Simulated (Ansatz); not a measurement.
# SrCl2, response to strain

Base system: SrCl₂ in the fluorite structure (space group Fm-3m, No. 225; a = 6.9078 Å). Axes: x, y, z lie along the cube axes.

Strains are applied to the cell and any free atomic positions relax; under biaxial strain the out-of-plane vector relaxes too.

All numbers come from PBEsol (Ansatz, a quantum-chemistry and plane-wave program, PAW, without spin-orbit coupling).

Notes on the quantities. pressure: mean of the normal stresses, compression positive.

```csv
variant,ratio −ε⊥/ε∥,band gap,smallest direct gap,pressure,gap character
base,–,5.25 eV,5.34 eV,0.00 GPa,–
"biaxial strain −2.00 %, plane normal [001], relaxed out of plane",0.60,5.23 eV,5.24 eV,1.17 GPa,"indirect, X → M"
"biaxial strain −1.50 %, plane normal [001], relaxed out of plane",…,5.25 eV,5.27 eV,…,"indirect, X → Γ"
"biaxial strain −1.00 %, plane normal [001], relaxed out of plane",0.58,5.26 eV,5.29 eV,0.57 GPa,"indirect, X → Γ"
"biaxial strain −0.50 %, plane normal [001], relaxed out of plane",–,5.26 eV,5.32 eV,0.28 GPa,"indirect, X → Γ"
"biaxial strain +0.50 %, plane normal [001], relaxed out of plane",–,…,5.31 eV,-0.27 GPa,"indirect, M → Γ"
"biaxial strain +1.50 %, plane normal [001], relaxed out of plane",0.53,5.06 eV,5.26 eV,-0.78 GPa,"indirect, M → Γ"
"biaxial strain +2.00 %, plane normal [001], relaxed out of plane",0.52,4.99 eV,5.23 eV,-1.03 GPa,"indirect, M → Γ"
"biaxial strain +2.50 %, plane normal [001], relaxed out of plane",0.51,4.92 eV,5.20 eV,-1.27 GPa,"indirect, M → Γ"
"biaxial strain +3.00 %, plane normal [001], relaxed out of plane",0.50,4.85 eV,…,-1.49 GPa,"indirect, M → Γ"
```

Task: Complete the table.

Result: 
- biaxial strain −1.50 %, plane normal [001], relaxed out of plane, ratio −ε⊥/ε∥: 0.59
- biaxial strain −1.50 %, plane normal [001], relaxed out of plane, pressure: 0.86 GPa
- biaxial strain +0.50 %, plane normal [001], relaxed out of plane, band gap: 5.19 eV
- biaxial strain +3.00 %, plane normal [001], relaxed out of plane, smallest direct gap: 5.14 eV

Stability against distortions was not tested. k-point labels follow each cell's own Brillouin zone.
